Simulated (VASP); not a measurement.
Here is a VASP 6.6.1 calculation.

Contents of INCAR:

```
SYSTEM = CsH4
PREC = Accurate ; ENCUT = 520
EDIFF = 1E-6 ; ISMEAR = 0
SIGMA = 0.1 ; LREAL = .FALSE.
LASPH = .TRUE. ; NELM = 80
ALGO = Normal ; ISIF = 2
LWAVE = .FALSE. ; LCHARG = .FALSE.
GGA = PE ; NBANDS = 14
```

KPOINTS

```
Automatic mesh
0
G
  6 6 2
  0 0 0
```

File POSCAR:

```
CsH4
1.0
    3.7993593200      0.0000000000      0.0000000000
   -1.8996796600      3.2903416900      0.0000000000
    0.0000000000      0.0000000000      7.7130480600
Cs H
1 4
Direct
    0.0000000000      0.0000000000      0.5939827200
    0.5000000000      0.0000000000      0.2252109200
    0.0000000000      0.5000000000      0.2252109200
    0.5000000000      0.5000000000      0.2252109200
    0.0000000000      0.0000000000      0.2548050300
```

Potentials or basis: VASP PAW PBE potentials, release 64 (Cs_sv, H).

Launch:

```console
$ cat potpaw_PBE.64/Cs_sv/POTCAR potpaw_PBE.64/H/POTCAR > POTCAR
$ mpirun -np 1 vasp_std > vasp.out
```

(1) Estimate the pressure.

(2) Predict the largest force.

## Answers

(1) -3.7 GPa.

(2) 0.657 eV/Å.

Caveat: the k mesh is coarse (spacing up to 0.41 Å⁻¹), so the values aren't converged.
